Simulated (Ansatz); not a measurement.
All numbers below come from DFT PBE, scalar-relativistic, plane waves, PAW in Ansatz 0.2.0. All cells share a 420 eV cutoff and Γ-centred k meshes spaced at most about 0.3 Å⁻¹ (about 0.25 or finer for metals, 2π included). No spin polarisation.

These are static total energies at zero pressure.

Two relaxed structures of Mg4Ge3N:

A.

```
CELL_PARAMETERS angstrom
3.15962 0.00000 0.00000
-1.57981 2.73631 0.00000
0.00000 0.00000 15.96599
ATOMIC_POSITIONS crystal
Mg 0.00000 0.00000 0.07581
Mg 0.00000 0.00000 0.63904
Mg 0.00000 0.00000 0.36096
Mg 0.00000 0.00000 0.92419
Ge 0.66667 0.33333 0.50000
Ge 0.33333 0.66667 0.22430
Ge 0.33333 0.66667 0.77570
N 0.66667 0.33333 0.00000
```

B.

```
CELL_PARAMETERS angstrom
3.19931 0.00000 0.00000
-1.59965 2.77068 0.00000
0.00000 0.00000 16.04781
ATOMIC_POSITIONS crystal
Mg 0.33333 0.66667 0.93437
Mg 0.33333 0.66667 0.36031
Mg 0.66667 0.33333 0.06563
Mg 0.66667 0.33333 0.63968
Ge 0.00000 0.00000 0.50000
Ge 0.00000 0.00000 0.22172
Ge 0.00000 0.00000 0.77828
N 0.00000 0.00000 0.00000
```

**Question.** Which is lower in energy, and by how much?

**Answer.** B is lower, by 42 meV/atom. A has space group P-6m2 (No. 187), 17.3 Å³/atom and no gap on its mesh; B has space group P-3m1 (No. 164), 17.8 Å³/atom and no gap. Counting Ge or N atoms around Mg (for each partner element, those within 1.25 times its shortest distance or 1.15 times the sum of covalent radii, where it is the nearest in units of that sum or under 1.3; a plus sign parts groups by distance over the sum of covalent radii; a slash parts the counts of unlike sites), A has Mg 6 and B has Mg 3+3/6. In A, around Mg on its first site lie 3 N at 2.19 Å, 1 Mg at 2.42 Å and 3 Ge at 2.99 Å; Ge on a site of symmetry -6m2 has 6 Mg at 2.87 Å and 6 Ge at 3.16 Å; N is surrounded by 6 Mg at 2.19 Å; 2 more sites not described. In B, around Mg on its first site lie 3 N at 2.13 Å, 3 Mg at 2.80 Å and 3 Ge at 3.11 Å; Ge on a site of symmetry -3m has 6 Mg at 2.90 Å and 6 Ge at 3.20 Å; N is surrounded by 6 Mg at 2.13 Å, 6 N at 3.20 Å and 2 Ge at 3.56 Å; 2 more sites not described. Both come from invented guesses. The lowest form computed isn't among them: it has space group P-3m1 (No. 164), 17.5 Å³/atom and lies 52 meV/atom below the best shown.

Cells relaxed within their symmetry can be saddle points. Some structure types and database cells were kept out of the candidates from the start, so a known form may be missing.
